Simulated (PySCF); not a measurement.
**Simulated absorption spectrum**

tert-butanol, C4H10O.
SMILES: `CC(C)(C)O`

The calculation used PySCF 2.14.0, density-fitted response routines, TDDFT B3LYP/def2-SVPD, vertical, gas phase, core orbitals frozen in the response. Geometry: GFN2-xTB; no solvent, vibrations or thermal averaging. Torsions of this conformer, `[CH3:1][C:2]([CH3:3])([CH3:4])[OH:5]`: H–O5–C2–C1 -61°.

Broadening: Gaussians 0.4 eV wide at half height, area fixed by f = 4.319×10⁻⁹ ∫ε dν̃. The width is an assumption, not a result. The curve ends short of the highest state used, and states not computed would add to its high-energy end.

| E (eV) | ε (L mol⁻¹ cm⁻¹) |
| --- | --- |
| 6.06 | 3 |
| 6.12 | 11 |
| 6.19 | 37 |
| 6.25 | 91 |
| 6.32 | 224 |
| 6.38 | 425 |
| 6.44 | 710 |
| 6.51 | 1104 |
| 6.57 | 1408 |
| 6.64 | 1597 |
| 6.70 | 1555 |
| 6.77 | 1287 |
| 6.83 | 956 |
| 6.90 | 577 |
| 6.96 | 327 |
| 7.03 | 144 |
| 7.09 | 63 |
| 7.15 | 26 |
| 7.22 | 14 |
| 7.28 | 23 |
| 7.35 | 59 |
| 7.41 | 127 |
| 7.48 | 272 |
| 7.54 | 474 |
| 7.61 | 823 |
| 7.67 | 1242 |
| 7.74 | 1898 |
| 7.80 | 2598 |
| 7.86 | 3358 |
| 7.93 | 4119 |
| 7.99 | 4452 |
| 8.06 | 4300 |
| 8.12 | 3740 |
| 8.19 | 2816 |
| 8.25 | 2021 |
| 8.32 | 1285 |

**Question.** Locate the maxima and give the states behind the curve.

**Answer.** 186 nm (6.66 eV), ε about 1600, made up of S1 (100%); 155 nm (8.01 eV), ε about 4500, made up of S3 (92%) (ε in L mol⁻¹ cm⁻¹; maxima over ε = 5, shares over 10%). The states used: S1 6.66 eV (f 0.024); S2 7.74 eV (f 0.011); S3 8.01 eV (f 0.061); S4 8.26 eV (f 0.0052); S5 8.27 eV (f 0.0008); S6 8.53 eV (f 0.0027); S7 8.85 eV (f 0.0004); S8 8.92 eV (f 0.064).

**Question.** On this curve, what absorbance would a 10⁻⁴ mol/L sample give at 193 nm over a 1 cm path?

**Answer.** 193 nm is 6.424 eV, where ε is about 630 L mol⁻¹ cm⁻¹, so A = ε c l ≈ 0.063 (Beer–Lambert, with the gas-phase spectrum and the assumed width).

**Question.** What would ε be at 8.01 eV, the highest of these maxima, with half the width (0.2 eV)?

**Answer.** About 8260 L mol⁻¹ cm⁻¹ against 4470, a factor of about 1.8; a lone state at its own centre would give exactly 2.

**Question.** Coming from long wavelengths, where does ε first pass 100 L mol⁻¹ cm⁻¹?

**Answer.** At about 198 nm (6.26 eV), 0.40 eV below S1.

On an Arm Neoverse V1 with one thread (shared host), this took 22 s of wall time.
